**Examination question.** A metallic crystal of indium and antimony, with the atoms arranged as in Cu3Au, is calculated on ever finer k meshes, with the atoms held still. Use the table to answer the seven parts below. An error here is the difference from the 14×14×14 mesh.

Error from the k-point mesh for In3Sb (Cu3Au type, a = 4.837 Å) at fixed atoms and cell, relative to a 14×14×14 mesh. Calculated with Ansatz 0.2.0: plane-wave PAW, scalar-relativistic PBEsol, no spin polarisation, 420 eV cutoff, Gamma-centred meshes, Gaussian smearing of 0.1 eV. Energies are extrapolated to zero smearing; pressure is positive in compression.

```
  k mesh  energy less reference (meV/atom)  pressure less reference (GPa)  irreducible k points
   1x1x1                              9.14                           5.11                     1
   2x2x2                               346                         -0.053                     4
   4x4x4                              14.8                         -0.385                    10
   6x6x6                             -5.69                          0.192                    20
   8x8x8                              1.30                         -0.088                    35
10x10x10                             0.676                          0.075                    56
12x12x12                            -0.998                         -0.042                    84
```

### 1. The 1×1×1 mesh misses the energy by only 9.14 meV/atom. Is it a usable cheap setting?

No, because its single k point makes a metal look like an insulator. The calculation treats 54 electrons in the cell, leaving the atomic cores aside, and these fill 27 bands if each k point is filled alike. At the one point of this mesh, the zone centre, exactly 27 bands do lie below the Fermi level, so the calculation finds a gap of 4.45 eV. The level scheme of the 10×10×10 run shows 28 filled bands at some other points and 26 at others: the crystal is a metal, and the gap comes from looking in one place. The pressure, wrong by 5.11 GPa, gives the accident away.

*On the reasoning.* A small error in one quantity is weak evidence. Ask first whether the row describes the same kind of material as the others, here a metal. Passing that test wouldn't be enough: in a cell this small the bands vary by several eV across the zone, and one point can't stand for them.

### 2. At 2×2×2 the pressure error is smaller than at 10×10×10. Is the pressure converged there?

It isn't, for on the next mesh the error grows from −0.053 to −0.385 GPa. The energy on the same 2×2×2 mesh is off by 346 meV/atom. With four distinct points, each stands for a large part of the zone, and the mistakes made in different parts can cancel in one sum and not in another. The small pressure error beside the large energy error points to such a cancellation; the table doesn't show which bands bring it about.

### 3. Why do the errors change sign instead of shrinking steadily?

In a metal the filled states end abruptly at the Fermi surface. A mesh represents this boundary by points that lie on one side or the other, much as square tiles represent a round pond. Refining the mesh moves the points relative to the boundary, so the filled states near a given part of it are counted now too heavily, now too lightly. From 4×4×4 on, the pressure error alternates in sign from row to row; the energy error changes sign less regularly.

*On the reasoning.* A negative energy error doesn't mark a better calculation. Adding k points changes the weights in a sum, and nothing forces the energy down.

### 4. Which should settle faster on fine meshes, energy or pressure?

The energy should, because it is less sensitive to a state miscounted at the boundary. The number of electrons is fixed, so a state wrongly counted as filled takes its electron from the Fermi level. At the Fermi surface this exchange costs almost no energy. It does alter the pressure, since states on different parts of the surface respond differently to a change of volume.

This can be made quantitative. Let n be the number of mesh divisions along each edge. The mesh error comes from ripples in the summed function that are as fine as the mesh spacing. A sudden step contains such ripples in proportion to 1/n, a mere kink in proportion to 1/n². On a curved surface only a patch facing the ripple adds up in phase, and its area shrinks as 1/n. The pressure has a step at the Fermi surface, so its error should fall as 1/n²; the energy has a kink, so its error should fall as 1/n³. Both laws assume a fine mesh, a surface without flat pieces and an edge that smearing hasn't yet blurred (part 7).

From 4×4×4 to 12×12×12, n grows threefold. The pressure error should drop by 3² = 9, from 0.385 to 0.385/9 ≈ 0.043 GPa; the table has 0.042. The energy error should drop by 3³ = 27, from 14.8 to about 0.5 meV/atom; the table has 0.998, nearly twice as much. The laws give the size of the swings, not the value at each mesh. The reference also has a mesh error of its own (part 5). If it were as large as the law itself suggests, 0.033 GPa, the true pressure error at 12×12×12 would be 0.009 or 0.075 GPa, depending on the sign, and the factor of 9 would be lost. The close match in pressure is therefore weak evidence.

*On the reasoning.* The printed output below compares these laws, each with one fitted constant, with exponential decay, which has two. All were fitted to the five rows from 4×4×4 to 12×12×12, so the worked rows were part of the fit. The power laws do slightly better, typically within a factor of 1.4 for the energy and 1.1 for the pressure. These fits take the reference as exact, and on meshes this coarse the apparent power in any one crystal is expected to scatter widely. Five rows can't settle the matter, and the case for the powers rests mainly on the argument above.

### 5. Is 10×10×10 better than 12×12×12 for the energy, as the table suggests?

The table can't tell. Their errors, 0.676 and −0.998 meV/atom, are measured from a reference that has a mesh error of its own. Carried on to 14 divisions, the law of part 4 puts that error at roughly 0.4 meV/atom, enough to reverse the order. For the pressure the same estimate gives about 0.03 GPa, most of the difference at 12×12×12. As far as the mesh is concerned, energies on the two finest meshes of the table are therefore good to about 1.5 meV/atom and pressures to about 0.1 GPa; smaller differences in the size of the error don't rank the two meshes.

*On the reasoning.* No denser mesh was calculated, so the error of the reference is an estimate that stands or falls with the law.

### 6. What does it cost to halve the error?

The full mesh has n³ points. By the laws of part 4, the energy error is inversely proportional to the number of points, so half the error takes twice as many. The pressure error needs n larger by √2, which means about 2.8 times as many points. Only the irreducible points are actually calculated, and on the meshes of the table their number grows more slowly than n³, so the real cost rises less than this. Someone who wants an equilibrium volume, which depends on the pressure, should therefore test the mesh on the pressure. Because single meshes can agree by accident, as part 2 showed, the test should span several of them.

### 7. What would change with a wider smearing, or in a semiconductor such as AlP?

Both remove the abrupt edge. Smearing turns the step into a slope, which helps once the mesh is fine enough to resolve it. A crude free-electron estimate puts that point at several tens of divisions for the present 0.1 eV and near ten for 0.5 eV. In the levels of the 10×10×10 run, at least two bands cross the Fermi level in places much less steeply than free electrons would, and there smearing should act on coarser meshes, perhaps already within this table. The price is that electrons are spread over states that should be empty, and the extrapolation to zero smearing repairs only the leading part of the resulting error in the energy.

In AlP the same number of bands is filled at every k point. The summed function is then smooth throughout the zone, and the mesh error falls exponentially with n. To guess how another crystal will behave, ask whether the number of filled bands changes from one k point to the next.

Printed output of the fit:

```
Scaled errors and companions:
       row  mesh points per irreducible point  energy error size times n^3 (meV/atom)  pressure error size times n^2 (GPa)  free-energy error (meV/atom)  Fermi energy less reference (eV)
     1x1x1                                  1                                    9.14                                 5.11                         10.72                            0.0487
     2x2x2                                  2                                    2768                                0.212                         344.6                           -0.0141
     4x4x4                                6.4                                   947.2                                 6.16                         13.32                            0.2507
     6x6x6                               10.8                                    1229                                6.912                        -5.425                          -0.02645
     8x8x8                              14.63                                   665.6                                5.632                           0.8                         -0.008015
  10x10x10                              17.86                                     676                                  7.5                          0.65                          -0.02682
  12x12x12                              20.57                                    1725                                6.048                         -0.95                         -0.001802
fit of le on 5 rows (late): constant 3.87 +/- 0.83, coefficient of n -0.3762 +/- 0.098; rms 0.478, worst 12x12x12 -0.642, leave-one-out rms 0.934
  rows outside the fit (model, value, miss): 1x1x1 3.494, 2.213, 1.28; 2x2x2 3.117, 5.846, -2.73
fit of lp on 5 rows (late): constant -0.01065 +/- 0.25, coefficient of n -0.2686 +/- 0.03; rms 0.146, worst 8x8x8 0.271, leave-one-out rms 0.233
  rows outside the fit (model, value, miss): 1x1x1 -0.2792, 1.631, -1.91; 2x2x2 -0.5478, -2.937, 2.39
Energy, typical misfit factor of the 1/n^3 law: 1.438
Energy, typical misfit factor of the exponential: 1.613
Pressure, typical misfit factor of the 1/n^2 law: 1.107
Pressure, typical misfit factor of the exponential: 1.157
Energy error size, 2x2x2 over 1x1x1: 37.86
Pressure error size, 1x1x1 over 2x2x2: 96.42
Energy error size, 4x4x4 over 12x12x12 (1/n^3 law gives 27): 14.83
Pressure error size, 4x4x4 over 12x12x12 (1/n^2 law gives 9): 9.167
Likely size of the reference's own energy error in meV/atom: 0.3571
Likely size of the reference's own pressure error in GPa: 0.03274
Crude damping factor by 0.1 eV smearing at 12 divisions: 0.9408
Crude number of divisions where 0.1 eV smearing damps by 1/e: 48.57
Crude number of divisions where 0.5 eV smearing damps by 1/e: 9.714
```
